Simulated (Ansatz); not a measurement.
An Ansatz input (plane waves, PAW) for Cu2O that has something wrong with it:

```yaml
crystal:
  lattice:
    - [4.2456863427, 0.0, 0.0]
    - [0.0, 4.2456863427, 0.0]
    - [0.0, 0.0, 4.2456863427]
  atoms:
    - { symbol: Cu, position: [0.25, 0.25, 0.25] }
    - { symbol: Cu, position: [0.25, 0.75, 0.75] }
    - { symbol: Cu, position: [0.75, 0.75, 0.25] }
    - { symbol: Cu, position: [0.75, 0.25, 0.75] }
    - { symbol: O, position: [0.0, 0.0, 0.0] }
    - { symbol: O, position: [0.5, 0.5, 0.5] }
basis:
  ecutwfc: 500
  ecutrho_ratio: 4
kpoints:
  mp_grid: { grid: [8, 8, 8] }
hamiltonian:
  xc: r2scan
scf:
  occupations: { method: gaussian, width: 0.05 }
  max_iter: 100
output:
  forces: true
  stress: true
accuracy: [1, 2]
```

Launched as:
```sh
ansatz run input.yaml --threads 4 --pin off --max-ram 7168MiB --backend cpu --events-out ev --progress --plain --runs-dir out
```

Q: What is wrong with it?

A: A value of the wrong type. Against the sound input: accuracy: [1, 2] (the cap on iterations is only a precaution).

What the program printed:

```
Error: YAML parse error: error: line 26 column 11: expected string scalar
  --> <input>:26:11
   |
```

The input was refused before any iteration. Cost: 0.02 s on 4 threads of Intel(R) Xeon(R) 6975P-C (Granite Rapids) (shared host), peak memory 0.027 GiB. The run before the change (r²SCAN, 500 eV, 8×8×8 mesh) gave:

| run | P (GPa) | gap on the mesh (eV) | cell moment (μB) | largest force component (eV/Å) |
| --- | --- | --- | --- | --- |
| sound | 0.0 | 0.79 | – | 0.000 |

The chain of runs began from a cell as deposited in COD, expanded in volume. Of that entry: the entry's cell lengths or inner coordinates differ somewhat from later room-temperature determinations.

Of that run: Semilocal functionals underestimate band gaps, commonly by a third or more.
